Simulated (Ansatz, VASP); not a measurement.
## TiTe2: VASP beside Ansatz

```
Ti Te
1.0
     3.74798    0.00000    0.00000
    -1.87399    3.24585    0.00000
     0.00000    0.00000    6.28233
Ti Te
1 2
Direct
  0.00000 0.00000 0.00000
  0.33333 0.66667 0.27059
  0.66667 0.33333 0.72941
```

Alike in both runs: functional BLYP; dispersion D3(BJ); k mesh 8 × 8 × 4; occupations gaussian, width 0.05 eV; no spin polarisation.

Ansatz relaxed the structure, and its values are those at the end. VASP's run is a single point on that final structure, the one shown.

|  | VASP | Ansatz |
| --- | --- | --- |
| version | VASP 6.6.1 | Ansatz 0.2.0 |
| potentials or method | VASP PAW PBE potentials, release 64 (Ti_sv, Te) | scalar-relativistic, plane waves, PAW |
| plane-wave cutoff (eV) | 520 | 420 |
| valence electrons in the cell | 24 | 44 |

Ansatz gave:

```
gap on the k mesh at the Fermi level (eV) : none
pressure (GPa)                            : -0.1
rms of the force components (eV/Å)        : 0.000
dispersion energy (meV/atom)              : -1215.1
```

Q: What did VASP give for the same quantities?

A: gap on the k mesh at the Fermi level (eV): none; pressure (GPa): 0.2; rms of the force components (eV/Å): 0.019; dispersion energy (meV/atom): -1215.0.

A gap of «none» marks a metal or a gap that the smearing closes. The two sets of potentials don't hold the same shells in valence.

Caveats: the PAW data sets were made with another functional, which shifts forces and pressure a little (VASP). Spin-orbit coupling is left out, which matters for the levels of Te.
